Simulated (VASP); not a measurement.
Wanted: the native input for a VASP 6.6.1 run.

| Property | Result |
| --- | --- |
| Task | single point |
| Functional | PBE |
| Potentials or basis | VASP PAW PBE potentials, release 64 (Fe, O) |
| Cutoff | 600 eV |
| k mesh | 9 × 9 × 9 |
| Occupations | methfessel-paxton, width 0.1 eV |
| Spin | collinear spin, ferromagnetic start |
| Starting moments | [5.0, 5.0, 5.0, 5.0, 0.0, 0.0, 0.0, 0.0, 0.0, 0.0] μB |
| Further INCAR settings | ALGO = Normal; EDIFF = 1e-06; NBANDS = 49; AMIX = 0.2; BMIX = 0.0001 |

The structure of Fe2O3 (Hematite) lies in POSCAR:

```
Fe2O3
1.0
    2.5190000000      1.4543453300      4.5906666700
   -2.5190000000      1.4543453300      4.5906666700
    0.0000000000     -2.9086906600      4.5906666700
Fe O
4 6
Direct
    0.3553000000      0.3553000000      0.3553000000
    0.1447000000      0.1447000000      0.1447000000
    0.6447000000      0.6447000000      0.6447000000
    0.8553000000      0.8553000000      0.8553000000
    0.5559000000      0.9441000000      0.2500000000
    0.2500000000      0.5559000000      0.9441000000
    0.9441000000      0.2500000000      0.5559000000
    0.4441000000      0.0559000000      0.7500000000
    0.7500000000      0.4441000000      0.0559000000
    0.0559000000      0.7500000000      0.4441000000
```

These files were run (other wordings do the same):

INCAR

```
PREC = Accurate
ENCUT = 600
EDIFF = 1E-6
ISMEAR = 1
SIGMA = 0.1
LREAL = F
LASPH = T
NELM = 150
ALGO = Normal
ISIF = 2
LWAVE = F
LCHARG = F
ISPIN = 2
MAGMOM = 5 5 5 5 0 0 0 0 0 0
LORBIT = 11
LMAXMIX = 4
GGA = PE
NBANDS = 49
AMIX = 0.2
BMIX = 1E-4
AMIX_MAG = 0.8
BMIX_MAG = 1E-4
KPAR = 4
```

KPOINTS

```
regular mesh
0
Gamma
  9 9 9
```

Potentials or basis: VASP PAW PBE potentials, release 64 (Fe, O).

The run is started by

```console
$ cat potpaw_PBE.64/Fe/POTCAR potpaw_PBE.64/O/POTCAR > POTCAR
$ mpirun -np 4 vasp_std > vasp.out
```

Results of the run:

```yaml
Pressure: -5.2 GPa
Largest_force: 0.923 eV/Å
Band_gap_on_the_k_mesh: none (metal or under the smearing width)
Net_moment: 13.52 μB per cell
Site_moments: Fe +3.08; O +0.14 μB
Valence_electrons_inside_the_program's_atomic_spheres: Fe 6.88; O 4.97
```

Caveat: semilocal functionals often make such compounds metallic where correlation or magnetic order opens a gap, which also shifts bond lengths; only a ferromagnetic start was run, and an antiferromagnetic order may lie lower in energy.

It took 14 min on 4 MPI ranks on Intel(R) Xeon(R) Platinum 8375C CPU @ 2.90GHz (Ice Lake) (shared host), peak memory 0.88 GiB a rank.
